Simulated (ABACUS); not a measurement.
The system is Sc.

```
CELL_PARAMETERS angstrom
3.30900 0.00000 0.00000
-1.65450 2.86568 0.00000
0.00000 0.00000 5.27330
ATOMIC_POSITIONS crystal
Sc 0.66667 0.33333 0.75000
Sc 0.33333 0.66667 0.25000
```

Base run:

```yaml
Program: ABACUS 3.10.1
Functional: LDA
Potentials_or_basis: PseudoDojo NC SR 0.4.1 LDA stringent
Cutoff: 1075 eV
Density_cutoff: 4299 eV
Basis: plane waves
k_mesh: 7 × 7 × 4
Occupations: fermi-dirac, width 0.05 eV
Spin: no spin polarisation
```

Its results: band gap on the k mesh none (metal or under the smearing width); pressure -5.4 GPa.

**Question.** The run is repeated on the same cell with these changes: functional from LDA to WC; potentials or basis from PseudoDojo NC SR 0.4.1 LDA stringent to PseudoDojo NC SR 0.5 PBE stringent. What comes out?

**Answer.** Band gap on the k mesh none (metal or under the smearing width); pressure -3.0 GPa.

Caveats: the potentials were made for another functional, which shifts forces and pressure (some runs).

Not every run made on this cell is shown here.
